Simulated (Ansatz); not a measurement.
# SiO2: the cost of one run

Method: DFT PBEsol, scalar-relativistic, plane waves, PAW, in Ansatz 0.2.0.

3 further runs of the same task are left out: 3 set aside as unsound or not needed.

### 1 The starting structure

The cell holds 24 atoms (HfO16Si7): a = 7.045 Å, b = 7.045 Å, c = 7.335 Å, α = 90.00°, β = 90.00°, γ = 90.00°.

The coordinates of this cell stand in the input of its own run.

The host was relaxed before at PBEsol: a = 4.982 Å, b = 4.982 Å, c = 7.335 Å, α = 90.00°, β = 90.00°, γ = 90.00° (conventional cell), 15.171 Å³/atom.

Places, in fractions of the supercell: Hf in place of Si at (0.500, 0.000, 0.500). The start keeps the symmetry of the ideal site.

### 2 Band edges of the host over the zone

Input file input.yaml:

```yaml
crystal:
  lattice:
    - [-2.490874872, 2.490874872, 3.6677126409]
    - [2.490874872, -2.490874872, 3.6677126409]
    - [2.490874872, 2.490874872, -3.6677126409]
  atoms:
    - { symbol: Si, position: [0.0, 0.0, 0.0] }
    - { symbol: Si, position: [0.75, 0.25, 0.5] }
    - { symbol: O, position: [0.375, 0.2214286398, 0.3464286398] }
    - { symbol: O, position: [0.9714286398, 0.625, 0.8464286398] }
    - { symbol: O, position: [0.7785713602, 0.125, 0.1535713602] }
    - { symbol: O, position: [0.875, 0.0285713602, 0.6535713602] }
basis:
  ecutwfc: 420
  xc_grid: 2
kpoints:
  mp_grid: { grid: [6, 6, 6] }
  band_path: { path: [VBM, CBM], npoints: 2 }
hamiltonian:
  xc: pbesol
scf:
  occupations: { method: gaussian, width: 0.02 }
output:
  forces: true
  stress: true
  eigenvalues: true
```

The run is started by

```
> ansatz run input.yaml --threads 8 --pin off --max-ram 16384MiB --backend cpu --events-out ev --progress --plain --runs-dir out
```

**Question.** How long does this run take on 8 threads of Arm Neoverse V2, shared host, and how much memory does it need?

About 2.6 s, with a peak of 0.4 GiB.
